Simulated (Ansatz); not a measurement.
SnTe (started from an entry of an open crystallographic database): an Ansatz output whose functional has been blanked. The cell was relaxed with r2SCAN and then strained (epitaxial -1.25 % in the xy plane, free normal strain +0.09 %), with the atoms relaxed again with r2SCAN; k points keep the names of the unstrained zone.

```
CELL_PARAMETERS angstrom
0.00000 3.14949 3.19210
3.14949 0.00000 3.19210
3.14949 3.14949 0.00000
ATOMIC_POSITIONS crystal
Sn 0.00000 0.00000 0.00000
Te 0.50000 0.50000 0.50000
```

```
scf.n_extra_bands = 4 over 15 filled bands (N_el = 30.0): the run solves 19 bands
Pseudopotential: Sn, paw, valence charge 14, recommended cutoff 500 eV
Pseudopotential: Te, paw, valence charge 16, recommended cutoff 500 eV
Crystal: 2 atoms, lattice volume = 63.327 Å³
Basis set: ecut = 500 eV, 1639 PW (Γ)
Symmetry: 16 space group operations
Space group: I4/mmm (ITA 139)
k-points: 59 of 512
preconditioner: auto → Kerker (q_TF=auto, 2.409 Å⁻¹)  [metal: Δε(μ)=0.021 eV  σ=0.020 eV  ℏωp=14.8 eV]
SCF 1 converged in 7 iterations: F = -13033.976953 eV  dr2 = 2.17e-8
SCF converged after 7 iterations
Free energy (F): -13033.976953 eV
Internal energy: -13033.976613 eV  (E = F + TS)
E sigma→0 (E₀):  -13033.976783 eV
Entropy (-TS):   -0.000340 eV (-0.170 meV/atom)
Fermi energy:    9.645757 eV
--- Per-component energies (eV) ---
  E_band       = -379.757069
  E_kinetic    = 365.371235
  E_local      = -2172.127813
  E_nonlocal   = -343.638027
  E_hartree    = 1361.965908
  E_xc         = -490.910070
  E_vxc        = -217.059089
  E_paw        = -8842.161756
  E_vpaw       = -749.619383
  E_vtau       = 13.381547
  E_ewald      = -2913.496229
  E_core_change = 1.020175
  E_smearing   = -0.000340
--- Stress (GPa, compression-positive) ---
        1.604399       0.000000       0.000000
        0.000000       1.604399       0.000000
        0.000000       0.000000      -0.114471
  P = ⅓ Tr σ = 1.0314 GPa (10.314 kbar)
--- Band table (eV; the first three rows and the last of 59) ---
  k-point 0: bands = […, -13.2538, -3.8463, 4.7790, 7.0570, 7.0570, 7.2069, 12.7460, 13.0843, 13.0843, 14.5055]
  k-point 1: bands = […, -13.2531, -3.7097, 3.9653, 7.0926, 7.1741, 7.7163, 12.0889, 12.3547, 12.4254, 14.5156]
  k-point 2: bands = […, -13.2511, -3.3252, 2.5805, 7.2072, 7.2507, 8.5230, 10.9986, 11.1785, 11.3327, 14.9647]
  k-point 58: bands = […, -13.2473, -2.2531, 2.8749, 3.6903, 5.5226, 5.5226, 11.9560, 14.6532, 14.6532, 16.0300]
```

bands.tsv, columns around the gap (it counts bands from 0):
```tsv
# k_distance	band_10	band_11	band_12	band_13	band_14	band_15	band_16	band_17	band_18
# fermi_ev = 9.645757
# [0, 0, 0] at k_distance = 0.000000
# [0.5, 0, 0.5] at k_distance = 0.997493
# [0.625, 0.25, 0.625] at k_distance = 1.347814
# [0.375, 0.375, 0.75] at k_distance = 1.957300
# [0.5, 0.5, 0.5] at k_distance = 2.562713
# [0.5, 0.25, 0.75] at k_distance = 3.263355
# [-0.011068, -0.010824, 0.489746] at k_distance = 3.979565
# [-0.012858, -0.006348, 0.490397] at k_distance = 3.988675
# levels_relative_to = fermi_ev
0.000	-13.492	-4.867	-2.589	-2.589	-2.439	3.100	3.439	3.439	4.860
0.997	-11.819	-6.865	-5.988	-4.234	-4.075	2.273	4.763	5.133	6.614
1.348	-11.793	-7.861	-5.589	-3.645	-3.025	2.879	3.175	4.304	5.747
1.957	-11.835	-7.870	-5.545	-3.604	-2.934	2.944	3.146	4.369	5.520
2.563	-12.162	-8.823	-2.193	-2.156	-0.024	0.024	0.208	0.242	8.087
3.263	-11.763	-7.828	-5.219	-5.183	-1.074	0.786	4.696	4.799	6.092
3.980	-12.162	-8.821	-2.204	-2.161	-0.099	0.041	0.249	0.282	8.072
3.989	-12.162	-8.821	-2.203	-2.163	-0.101	0.039	0.232	0.303	8.070
```
In order the rows are Γ, X, U, K, L, W, (-0.011, -0.011, 0.490), (-0.013, -0.006, 0.490).

Task: Which level of theory was used?
A. PBE
B. PBE0
C. r2SCAN
D. LDA

Result: C. r2SCAN. The term E_vtau belongs to a meta-GGA, which reads the kinetic-energy density. There is no exchange loop, so no exact exchange. With r2SCAN the gap is 0.05 eV and direct, at L. (This is within a few times the smearing of 0.02 eV, so the filling near the edges can be smeared.) Within one family of functionals the choice rests on the size of the gap and stress, not on a line of the log.

Command: `ansatz run input.yaml --threads 4 --pin off --max-ram 5529MiB --backend cpu --events-out ev --progress --plain --runs-dir out`. It took 2.2 s on 4 threads of AMD EPYC 9R14 (Zen 4), with other jobs on the host, load about 0.2 per core; peak host memory 0.67 GiB.

No spin polarisation and no zero-point or thermal motion.

No spin-orbit coupling is included; it can move band edges with weight on the heavy atoms by tenths of an eV.
